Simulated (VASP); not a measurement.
A run of VASP 6.6.1:

The input INCAR:

```
  ALGO = Normal
  DIPOL = 0.5 0.5 0.497
  EDIFF = 1E-6
  ENCUT = 520
  GGA = PE
  IDIPOL = 3
  ISIF = 2
  ISMEAR = 0
  LASPH = T
  LCHARG = F
  LDIPOL = T
  LREAL = F
  LWAVE = F
  NBANDS = 28
  NELM = 60
  PREC = Accurate
  SIGMA = 0.1
```

KPOINTS

```
k-points
0
Gamma
  10 10 1
```

The input POSCAR:

```
W
1.0
    2.8545944806      0.0000000000      0.0000000000
    0.0000000000      2.8545944806      0.0000000000
    0.0000000000      0.0000000000     18.0370062296
W
3
Direct
    0.5000000000      0.5000000000      0.3880910119
    0.0000000000      0.0000000000      0.4973871421
    0.5000000000      0.5000000000      0.6067428994
```

Potentials or basis: VASP PAW PBE potentials, release 64 (W_sv).

Run with:

```console
$ cat potpaw_PBE.64/W_sv/POTCAR > POTCAR
$ mpirun -np 1 vasp_std > vasp.out
```

Hardware: 1 thread of Intel(R) Xeon(R) Platinum 8559C (Emerald Rapids), with other jobs on the host.

Task: How long does it take, and how much memory?

Result: Wall time 2 min on 1 thread of Intel(R) Xeon(R) Platinum 8559C (Emerald Rapids), on a shared host, peak memory 0.27 GiB. Counts: scf iterations 25, k points 21.
